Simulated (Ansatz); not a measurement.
# Ru: the cost of one run

Program: Ansatz 0.2.0. Level of theory: DFT PBEsol, scalar-relativistic, plane waves, PAW. These are calculated values, not measurements.

2 further runs of the same task are left out: 2 set aside as unsound or not needed.

## Step 1: The system as given

It takes space group P6_3/mmc (No. 194, hexagonal). The conventional cell has a = 2.690 Å, b = 2.690 Å, c = 4.252 Å, α = 90.00°, β = 90.00°, γ = 120.00°. Ru (site symmetry -6m2) is surrounded by 12 Ru at 2.63 to 2.69 Å.

Coordinates:

```cif
data_structure
_symmetry_space_group_name_H-M 'P6_3/mmc'
_symmetry_Int_Tables_number 194
_cell_length_a 2.6895
_cell_length_b 2.6895
_cell_length_c 4.2519
_cell_angle_alpha 90.000
_cell_angle_beta 90.000
_cell_angle_gamma 120.000
_cell_volume 26.64
loop_
_atom_site_label
_atom_site_type_symbol
_atom_site_symmetry_multiplicity
_atom_site_Wyckoff_symbol
_atom_site_fract_x
_atom_site_fract_y
_atom_site_fract_z
_atom_site_occupancy
Ru1 Ru 2 d 0.33333 0.66667 0.75000 1
```

The cell was made up by rule, so the compound may not exist in this form.

This cell was relaxed beforehand with the same method: volume 13.32 Å³/atom, gap on the mesh none (metal).

## Step 2: Next: the stacking ABABACACACB (hhhhkhhhhkk)

Close-packed layers are stacked in the order given (one atom a layer) and fully relaxed; h and k in a name mark layers with hexagonal and cubic surroundings. Energies count from the base stacking, -5816.5035 eV an atom.

The cell holds 11 Ru: a = 2.690 Å, b = 2.690 Å, c = 23.386 Å, α = 90.00°, β = 90.00°, γ = 120.00°.

## Step 3: Relaxing it

The input, input.yaml:

```yaml
crystal:
  lattice:
    - [2.6895079379, 0.0, 0.0]
    - [-1.3447539689, 2.3291821979, 0.0]
    - [0.0, 0.0, 23.3856213137]
  atoms:
    - { symbol: Ru, position: [0.0, 0.0, 0.0] }
    - { symbol: Ru, position: [0.3333333333, 0.6666666667, 0.0909090909] }
    - { symbol: Ru, position: [0.0, 0.0, 0.1818181818] }
    - { symbol: Ru, position: [0.3333333333, 0.6666666667, 0.2727272727] }
    - { symbol: Ru, position: [0.0, 0.0, 0.3636363636] }
    - { symbol: Ru, position: [0.6666666667, 0.3333333333, 0.4545454545] }
    - { symbol: Ru, position: [0.0, 0.0, 0.5454545455] }
    - { symbol: Ru, position: [0.6666666667, 0.3333333333, 0.6363636364] }
    - { symbol: Ru, position: [0.0, 0.0, 0.7272727273] }
    - { symbol: Ru, position: [0.6666666667, 0.3333333333, 0.8181818182] }
    - { symbol: Ru, position: [0.3333333333, 0.6666666667, 0.9090909091] }
basis:
  ecutwfc: 420
kpoints:
  mp_grid: { grid: [18, 18, 2] }
hamiltonian:
  xc: pbesol
scf:
  occupations: { method: gaussian, width: 0.1 }
output:
  forces: true
  stress: true
  eigenvalues: true
  populations: true
  write_density: true
  write_potential: true
  elf: true
  volumetric_format: npy
relax:
  adjacent_minimum: "off"
  f_tol: 0.01
  max_steps: 45
  cell: { stress_tol: 0.05 }
```

Run with:

```console
$ ansatz run input.yaml --threads 1 --pin off --max-ram 2560MiB --backend cpu --events-out ev --progress --plain --runs-dir out
```

What time and memory should one allow on 1 thread of Intel Xeon at 2.50GHz (Skylake/Cascade Lake), shared host?

About 14 min, with a peak of 1 GiB.
